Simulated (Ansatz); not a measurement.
Output of an Ansatz run (abridged):

```
WARN ansatz: RAYON_NUM_THREADS=1 ignored (pool sized by the plan → 1); use --threads N
Pseudopotentials: kind: paw
Pseudopotential: Ca, paw, valence charge 10
Pseudopotential: F, paw, valence charge 7
Crystal: 3 atoms, lattice volume = 41.306 Å³
Basis set: ecut = 420 eV, 869 PW (Γ), exchange–correlation on 54×54×54 points (8 copies of the dense FFT grid, shifted against one another)
Bands: 16, of which v1, the nominal top of the filled ones, is band 12 counted from 1 (11 counted from 0)
Symmetry: 48 space group operations
Space group: Fm-3m (ITA 225), of the structure as read, at distance tolerance 3.5e-5 Å
k-points: 29 of 512
Initial density: superposition of atomic densities (neutral atoms: chi_scale 0, normalization atom), corrected by the library's trained network
Initial wavefunctions: pseudopotential atomic-orbital guess
Eigensolver: davidson
Functional: x = pbe(κ = 0.804, μ = 0.2195149727645171), c = pbe(β = 0.06672455060314922)
SCF iter   1: F=—  HF=-3439.808953 eV  |F-HF|=—  |Δ(HF+E_count)|=         —  Δρ=8.54e-4  dr2=1.91e-4  ethr=1.77e-3  ⟨swp⟩=6.9  Hψ=2882  notcnv=0
all-band conjugate gradients solve this SCF's bands
preconditioner: auto → none
SCF iter   2: F=—  HF=-3439.809358 eV  |F-HF|=—  |Δ(HF+E_count)|=   4.05e-4  Δρ=1.16e-3  dr2=4.11e-4  ethr=7.96e-7  ⟨swp⟩=2.1  Hψ=1146  notcnv=0
SCF iter   3: F=—  HF=-3439.809283 eV  |F-HF|=—  |Δ(HF+E_count)|=   7.48e-5  Δρ=4.21e-4  dr2=6.08e-5  ethr=7.96e-7  ⟨swp⟩=2.0  Hψ=638  notcnv=0
SCF iter   4: F=—  HF=-3439.809023 eV  |F-HF|=—  |Δ(HF+E_count)|=   2.59e-4  Δρ=8.38e-5  dr2=1.95e-6  ethr=2.53e-7  ⟨swp⟩=2.0  Hψ=719  notcnv=0
iter 5 did not close the SCF: its close was put off for the readings that it lacked (scf_convergence_deferred on its scf_iter line)
SCF iter   5: F=-3439.809027 eV  HF=-3439.809027 eV  |F-HF|=2.43e-8  |Δ(HF+E_count)|=   3.56e-6  Δρ=1.66e-5  dr2=6.36e-8  ethr=8.13e-9  ⟨swp⟩=2.7  Hψ=762  notcnv=0
SCF iter   6: F=-3439.809027 eV  HF=-3439.809027 eV  |F-HF|=1.88e-9  |Δ(HF+E_count)|=   4.74e-9  Δρ=2.22e-6  dr2=1.04e-9  ethr=2.65e-10  ⟨swp⟩=2.1  Hψ=1593  notcnv=0
SCF 1 converged in 6 iterations: F = -3439.809027 eV  dr2 = 1.04e-9
SCF converged after 6 iterations
Free energy (F): -3439.809027 eV
Harris-Foulkes:  -3439.809027 eV  (|F-HF|=1.88e-9)
Internal energy: -3439.809027 eV  (E = F + TS)
E sigma→0 (E₀):  -3439.809027 eV
Fermi energy:    6.819320 eV
--- Per-component energies (eV) ---
  E_band       = -189.861688
  E_kinetic    = 693.523770
  E_local      = -1799.960600  (includes V_loc(G=0)·N_el)
  E_nonlocal   = 210.066697
  E_hartree    = 640.873145
  E_xc         = -298.934994
  E_vxc        = -378.451395  (∫ρ·V_xc dr)
  E_paw        = -1259.521770  (= ΣΔE_a)
  E_vpaw       = -196.789388  (= ΣTr[D̂ρ^β])
  E_aug_tail   = 0.004102  (compensation charges beyond the density's cutoff)
  E_ewald      = -1625.859377
  E_smearing   = -0.000000  (= −TS)
  E_closure    = -0.000000  (closes the sum)
  Σ components = -3439.809027   (vs F -3439.809027, Δ=0.00e0)
--- Forces (eV/Å), atoms counted from 1 ---
  atom   1  Ca    -0.00000000    -0.00000000    -0.00000000
   [... zero for the other atoms too ...]
  max |Σ_I F_I| component: 3.47e-18 eV/Å
--- Stress (GPa, compression-positive) ---
        1.031046      -0.000000       0.000000
        0.000000       1.031046      -0.000000
       -0.000000       0.000000       1.031046
  P = ⅓ Tr σ = 1.0310 GPa (10.310 kbar)
  The stress holds the Pulay correction. Without it, at fixed plane waves, as pw.x and ABINIT print it: P = 0.4639 GPa
--- Band table (eV; the first three rows and the last of 29) ---
  k-point 0: bands = ["-32.9062", "-16.6994", "-15.9524", "-13.8443", "-13.8443", "-13.8443", "1.1330", "1.1330", "1.1330", "2.9402", "2.9402", "2.9402", "10.4122", "12.3097", "12.3097", "14.3093"]
  k-point 1: bands = ["-32.9018", "-16.7382", "-15.9903", "-13.8501", "-13.8501", "-13.7773", "1.2020", "1.2020", "1.2561", "2.7636", "2.8709", "2.8709", "10.8085", "12.3408", "12.3408", "14.1640"]
  k-point 2: bands = ["-32.8910", "-16.8036", "-16.1133", "-13.8639", "-13.8639", "-13.6093", "1.3819", "1.3819", "1.5461", "2.3922", "2.6923", "2.6923", "11.7092", "12.4151", "12.4151", "13.9325"]
  k-point 28: bands = ["-32.8655", "-16.6838", "-16.6838", "-13.9437", "-13.5176", "-13.5176", "0.9798", "1.0992", "2.1685", "2.1685", "2.9230", "3.1058", "11.5978", "12.8722", "13.0442", "13.0442"]
```

The structure:

```xyz
3
Lattice="0.0000 2.7437 2.7437 2.7437 0.0000 2.7437 2.7437 2.7437 0.0000" Properties=species:S:1:pos:R:3 pbc="T T T"
Ca     0.0000     0.0000     0.0000
F      1.3718     1.3718     1.3718
F      4.1155     4.1155     4.1155
```

What input produced this log?

Other spellings and defaults could give the same log, and not every line can be read from it. The input that was run (DFT, PBE, plane waves, default PAW files):

Ansatz 0.2 input:
```yaml
crystal:
  lattice:
    - [0.000000, 2.743650, 2.743650]
    - [2.743650, 0.000000, 2.743650]
    - [2.743650, 2.743650, 0.000000]
  atoms:
    - { symbol: Ca, position: [0.000000, 0.000000, 0.000000] }
    - { symbol: F, position: [0.250000, 0.250000, 0.250000] }
    - { symbol: F, position: [0.750000, 0.750000, 0.750000] }
basis:
  ecutwfc: 420.0
kpoints:
  mp_grid: { grid: [8, 8, 8] }
hamiltonian:
  xc: pbe
  pseudopotentials: { kind: paw }
scf:
  occupations: { method: fermi_dirac, width: 0.02 }
output:
  forces: true
  eigenvalues: true
  stress: true
```

The starting cell has typed, rounded lattice constants, without a prior relaxation at this level. Its lattice was rescaled by up to half a per cent. Ansatz's pressure includes its estimate of the finite-basis (Pulay) stress. Without the estimate this run gives 0.46 GPa.

Ansatz is a quantum-chemistry and plane-wave program.
